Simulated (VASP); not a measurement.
# Ag (Fm-3m) in VASP: settings compared, part 2 of 2

VASP 6.6.1. The steps go on from the part before.

## 3. Relaxation of cell and atoms, PBEsol+D3

File INCAR:

```
SYSTEM = Ag
ALGO = Normal ; EDIFF = 1E-6
EDIFFG = -0.01 ; ENCUT = 600
GGA = PS ; IBRION = 2
ISIF = 3 ; ISMEAR = -1
IVDW = 11 ; LASPH = .True.
LCHARG = .False. ; LREAL = .False.
LWAVE = .False. ; NELM = 100
NSW = 60 ; PREC = Accurate
SIGMA = 0.05
```

File KPOINTS:

```
k-points
0
Gamma
  11 11 11
  0 0 0
```

File POSCAR:

```
Ag
1.0
    0.0000000000      2.0427500000      2.0427500000
    2.0427500000      0.0000000000      2.0427500000
    2.0427500000      2.0427500000      0.0000000000
Ag
1
Direct
    0.0000000000      0.0000000000      0.0000000000
```

Potentials or basis: VASP PAW PBE potentials, release 64 (Ag).

Started as:

```bash
$ cat potpaw_PBE.64/Ag/POTCAR > POTCAR
$ mpirun -np 1 vasp_std > vasp.out
```

Run time: 12 s. Hardware: 1 thread of Intel Xeon Platinum 8488C (Sapphire Rapids), shared host; peak memory 0.16 GiB.

Results (log left out):

| Quantity | Value |
| --- | --- |
| Free energy | -3.7366 eV |
| Relaxed volume | 15.99 Å³/atom |
| Relaxed cell | a = 2.828 Å, b = 2.828 Å, c = 2.828 Å, α = 60.00°, β = 60.00°, γ = 60.00° |
| Space group after relaxing (to 0.05 Å) | Fm-3m (No. 225) |
| Energy gained by relaxing | 25.6 meV/atom |
| Ionic steps | 3 |
| Pressure after relaxing | 0.0 GPa |
| Band gap on the k mesh | none (metal or under the smearing width) |
| Dispersion energy per atom | -0.431 eV |

The path:
```tsv
step	energy change (eV)	largest force (eV/Å)	pressure (GPa)	volume (Å³)
1	0.0000	0.0000	-7.13	17.05
2	-0.0096	0.0000	7.33	15.24
3	-0.0256	0.0000	-0.05	15.99
```

Final structure:
```cif
data_structure
_symmetry_space_group_name_H-M 'P 1'
_symmetry_Int_Tables_number 1
_cell_length_a 2.8277
_cell_length_b 2.8277
_cell_length_c 2.8277
_cell_angle_alpha 60.000
_cell_angle_beta 60.000
_cell_angle_gamma 60.000
_cell_volume 15.99
loop_
_atom_site_label
_atom_site_type_symbol
_atom_site_fract_x
_atom_site_fract_y
_atom_site_fract_z
_atom_site_occupancy
Ag1 Ag 0.00000 0.00000 0.00000 1
```

Levels at points of the mesh, in eV from the Fermi level:
| k point | band 2 | band 3 | band 4 | band 5 | band 6 | band 7 | band 8 | band 9 |
| --- | --- | --- | --- | --- | --- | --- | --- | --- |
| (0.00, 0.00, 0.00) | -5.19 | -5.19 | -5.19 | -4.02 | -4.02 | 15.94 | 19.90 | 19.90 |

Caveat: the PAW data sets were made with another functional, which shifts forces and pressure a little; pairwise dispersion overbinds metals, which lowers pressure and volume.

## 4. Relaxation of cell and atoms, PBEsol+D3(BJ)

File INCAR:

```
ALGO     = Fast           # electronic algorithm
EDIFF    = 1E-7           # SCF threshold, eV
EDIFFG   = -0.005         # ionic threshold
ENCUT    = 600            # plane-wave cutoff, eV
GGA      = PS             # functional
IBRION   = 2              # ionic algorithm
ISIF     = 3              # what is computed and relaxed
ISMEAR   = -1             # smearing method
IVDW     = 12             # dispersion correction
LASPH    = True           # aspherical terms in the spheres
LCHARG   = False          # write CHGCAR
LREAL    = False          # projectors in reciprocal space
LWAVE    = False          # write WAVECAR
NELM     = 80             # most SCF steps
NSW      = 40             # ionic steps
PREC     = Accurate       # precision mode
SIGMA    = 0.05           # smearing width, eV
```

File KPOINTS:

```
k-points
0
Gamma
  11 11 11
```

POSCAR is that of step 3.

Started as:

```bash
$ cat potpaw_PBE.64/Ag/POTCAR > POTCAR
$ mpirun -np 1 vasp_std > vasp.out
```

It took 25 s on 1 thread of Intel Xeon Platinum 8488C (Sapphire Rapids), shared host; peak memory 0.16 GiB.

Results (log left out):

| Quantity | Value |
| --- | --- |
| Free energy | -3.8887 eV |
| Relaxed volume | 15.86 Å³/atom |
| Relaxed cell | a = 2.820 Å, b = 2.820 Å, c = 2.820 Å, α = 60.00°, β = 60.00°, γ = 60.00° |
| Space group after relaxing (to 0.05 Å) | Fm-3m (No. 225) |
| Energy gained by relaxing | 33.6 meV/atom |
| Ionic steps | 6 |
| Pressure after relaxing | 0.0 GPa |
| Band gap on the k mesh | none (metal or under the smearing width) |
| Dispersion energy per atom | -0.587 eV |

The path:
```csv
step,energy change (eV),largest force (eV/Å),pressure (GPa),volume (Å³)
1,0.0000,0.0000,-8.34,17.05
2,-0.0070,0.0000,10.07,14.95
3,-0.0336,0.0000,-0.36,15.87
4,-0.0335,0.0000,0.25,15.84
5,-0.0336,0.0000,-0.19,15.89
6,-0.0336,0.0000,0.02,15.86
```

Final structure:
```
Ag
1.0
     0.00000    1.99423    1.99423
     1.99423    0.00000    1.99423
     1.99423    1.99423    0.00000
Ag
1
Direct
  0.00000 0.00000 0.00000
```

Levels at points of the mesh, in eV from the Fermi level:
```csv
k point,band 3,band 4,band 5,band 6,band 7,band 8,band 9
"(0.00, 0.00, 0.00)",-5.22,-5.22,-4.03,-4.03,15.96,19.96,19.96
```

Caveat: the PAW data sets were made with another functional, which shifts forces and pressure a little; pairwise dispersion overbinds metals, which lowers pressure and volume.

## 5. Single point, PBE

File INCAR:

```
ALGO     = Normal         # electronic algorithm
EDIFF    = 1E-6           # SCF threshold, eV
ENCUT    = 520            # plane-wave cutoff, eV
GGA      = PE             # functional
ISIF     = 2              # what is computed and relaxed
ISMEAR   = 0              # smearing method
LASPH    = True           # aspherical terms in the spheres
LCHARG   = False          # write CHGCAR
LREAL    = False          # projectors in reciprocal space
LWAVE    = False          # write WAVECAR
NELM     = 80             # most SCF steps
PREC     = Accurate       # precision mode
SIGMA    = 0.013000000000000001 # smearing width, eV
```

KPOINTS is that of step 4.

POSCAR is that of step 4.

Potentials or basis: VASP PAW PBE potentials, release 64 (Ag).

Started as:

```bash
$ cat potpaw_PBE.64/Ag/POTCAR > POTCAR
$ mpirun -np 1 vasp_std > vasp.out
```

OUTCAR:

```text
EDIFF = 1E-6
   ENCUT = 520
   GGA = PE
   ISIF = 2
   ISMEAR = 0
   LASPH = True
   LREAL = False
   NELM = 80
   PREC = Accurate

 ion  position               nearest neighbor table
   1  0.000  0.000  0.000-

  LATTYP: Found a face centered cubic cell.
 ALAT       =     4.0855000000

  Lattice vectors:

 A1 = (   0.0000000000,   2.0427500000,   2.0427500000)
 A2 = (   2.0427500000,   0.0000000000,   2.0427500000)
 A3 = (   2.0427500000,   2.0427500000,   0.0000000000)

Analysis of symmetry for initial positions (statically):
=====================================================================
 Subroutine PRICEL returns:
 Original cell was already a primitive cell.

 Routine SETGRP: Setting up the symmetry group for a
 face centered cubic supercell.

 Subroutine GETGRP returns: Found 48 space group operations
 (whereof 48 operations were pure point group operations)
 out of a pool of 48 trial point group operations.

The static configuration has the point symmetry O_h .

Analysis of symmetry for dynamics (positions and initial velocities):
=====================================================================
[... 164 lines left out ...]

 k-point     1 :       0.0000    0.0000    0.0000
  band No.  band energies     occupation
      1       0.6617      2.00000
      2       3.6136      2.00000
      3       3.6136      2.00000
      4       3.6136      2.00000
      5       4.6472      2.00000
      6       4.6472      2.00000
      7      24.4555      0.00000
      8      28.0355      0.00000
      9      28.0355      0.00000
[... 265 lines left out ...]
 k-point    24 :      -0.1818    0.1818    0.0000
  band No.  band energies     occupation
      1       2.6923      2.00000
      2       3.2136      2.00000
      3       3.8294      2.00000
      4       4.2267      2.00000
      5       4.2584      2.00000
      6       5.7947      2.00000
      7      20.3628      0.00000
      8      20.7698      0.00000
      9      27.0596      0.00000

 [... further k-points ...]

------------------------ aborting loop because EDIFF is reached ----------------------------------------

  FORCE on cell =-STRESS in cart. coord.  units (eV):
  Direction    XX          YY          ZZ          XY          YZ          ZX
  --------------------------------------------------------------------------------------
  -------------------------------------------------------------------------------------
  Total        0.4357690      0.4357690      0.4357690     -0.0000000     -0.0000000      0.0000000
  in kB       40.9535187     40.9535187     40.9535187     -0.0000000     -0.0000000      0.0000000
  external PRESSURE =      40.9535187 kB  Pullay stress =       0.0000000 kB

 VOLUME and BASIS-vectors are now :
 -----------------------------------------------------------------------------
  energy-cutoff  :      520.00
  volume of cell :       17.05
      direct lattice vectors                 reciprocal lattice vectors
     0.000000000  2.042750000  2.042750000    -0.244768082  0.244768082  0.244768082
     2.042750000  0.000000000  2.042750000     0.244768082 -0.244768082  0.244768082
     2.042750000  2.042750000  0.000000000     0.244768082  0.244768082 -0.244768082

 POSITION                                       TOTAL-FORCE (eV/Angst)
 -----------------------------------------------------------------------------------
      0.00000      0.00000      0.00000        -0.000000      0.000000     -0.000000
 -----------------------------------------------------------------------------------
    total drift:                               -0.000000      0.000000     -0.000000

  FREE ENERGIE OF THE ION-ELECTRON SYSTEM (eV)
  ---------------------------------------------------
  free  energy   TOTEN  =        -2.7091884384 eV

  energy  without entropy=       -2.7091718224  energy(sigma->0) =       -2.70918013
```

Run time: 5.3 s. Hardware: 1 thread of AMD EPYC 9R45 (Zen 5), shared host; peak memory 0.11 GiB.

What came out:

```yaml
Free_energy: -2.7092 eV
Pressure: 4.1 GPa
Band_gap_on_the_k_mesh: none (metal or under the smearing width)
```

## 6. The reference run

An earlier run on the cell as given: functional PBEsol; potentials or basis VASP PAW PBE potentials, release 64 (Ag); cutoff 520 eV; k mesh 11 × 11 × 11; occupations fermi-dirac, width 0.05 eV; no spin polarisation.

* Pressure: -3.1 GPa
* Band gap on the k mesh: none (metal or under the smearing width)

## 7. The runs side by side

```csv
task,level,cell,cutoff (eV),smearing,ladder,gap on the mesh (eV),pressure (GPa),relaxed volume (Å³/atom)
relaxation of cell and atoms,PBE+TS,relaxed,600,fermi-dirac 0.05 eV,-,none,0.0,16.77
relaxation of cell and atoms,PBEsol+D3,relaxed,600,fermi-dirac 0.05 eV,-,none,0.0,15.99
relaxation of cell and atoms,PBEsol+D3(BJ),relaxed,600,fermi-dirac 0.05 eV,-,none,0.0,15.86
single point,PBE,as given,520,gaussian 0.013 eV,-,none,4.1,-
single point,PBEsol,as given,520,fermi-dirac 0.05 eV,free,none,-3.1,-
```

Alike in all rows: potentials or basis VASP PAW PBE potentials, release 64 (Ag); no spin polarisation; k mesh 11 × 11 × 11.

Caveats: pairwise dispersion overbinds metals, which lowers pressure and volume (some runs); the PAW data sets were made with another functional, which shifts forces and pressure a little (some runs); atom-pairwise D2, TS and ULG terms overbind metals (some runs).

Absolute energies hang on the potentials; compare differences alone.
